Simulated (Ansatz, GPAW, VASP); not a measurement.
**One calculation of PbS, 3 ways**

```
Pb S
1.0
     0.00000    2.96575    2.96575
     2.96575    0.00000    2.96575
     2.96575    2.96575    0.00000
Pb S
1 1
Direct
  0.00000 0.00000 0.00000
  0.50000 0.50000 0.50000
```

Alike in all runs: task single point; functional PBE; k mesh 8 × 8 × 8; occupations gaussian, width 0.016 eV; no spin polarisation; no spin-orbit coupling. Pressure is positive in compression and, in plane waves, holds the error of the finite cutoff.

```tsv
program and potentials	plane-wave cutoff (eV)	notes	band gap (eV)	pressure (GPa)
VASP, PBE PAW files Pb_d, S, 520 eV	520	-	0.36	2.17
GPAW, GPAW PAW data sets (gpaw-data 1.2.1)	600	-	0.31	2.00
Ansatz, all-electron LAPW, scalar-relativistic	-	-	0.36	2.24
```

The band gap spans 0.31 (GPAW, GPAW PAW data sets (gpaw-data 1.2.1)) to 0.36 eV (VASP, PBE PAW files Pb_d, S, 520 eV), with all-electron results at 0.36. The pressure spans 2.00 (GPAW, GPAW PAW data sets (gpaw-data 1.2.1)) to 2.24 GPa (Ansatz, all-electron LAPW, scalar-relativistic), with all-electron results at 2.24. Spin-orbit coupling, left out here, moves the band edges of heavy atoms.

Differences between rows come from potentials, basis sets and numerical settings, since the functional is the same but for its coding. Runs on potential files found faulty are left out.
